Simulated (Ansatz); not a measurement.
# Ru: pressure against volume

Ru, P6_3/mmc, a = 2.690 Å, c = 4.252 Å. Ansatz: PBEsol, PAW, 420 eV, Γ-centred 18×18×10 mesh on 2 atoms, Gaussian smearing 0.10 eV; no spin polarisation. Shape and atoms are relaxed at each volume; pressure is positive in compression.

```
V (Å³/atom) P (GPa)
     11.720    60.03
     12.119    40.94
     12.519    24.88
     12.918        ?
     13.318     0.01
     13.717    -9.53
     14.117   -17.54
     14.650   -26.20
```

Q: Take V0 = 13.318 Å³/atom, count pressures from its P0 = 0.01 GPa, fit the third-order Birch–Murnaghan form to the other rows, and predict the missing pressure.

A: With the Eulerian strain f = ½[(V0/V)^(2/3) − 1] and y = (P − P0)/[3f(1 + 2f)^(5/2)], the form is the line y = B0 + 1.5 B0 (B0′ − 4) f. Rows (f, y): 0.04447, 363.6; 0.03246, 359.2; 0.02105, 355.2; -0.00974, 342.9; -0.01905, 338.4; -0.03079, 332.6. Means f = 0.006400, y = 348.65; Σ(Δf)² = 0.004634, ΣΔfΔy = 1.891; the slope is their ratio. y = 346.0 + 408.0 f GPa, so B0 = 346.0 GPa and B0′ = 4 + 2 × (408.0)/(3 × 346.0) = 4.79. At V = 12.918, f = 0.01027, y = 350.19 and P = 11.36 GPa. The run gave 11.37 GPa, so the fit is 0.01 GPa too low, within the rms miss on the fitted rows (0.05 GPa).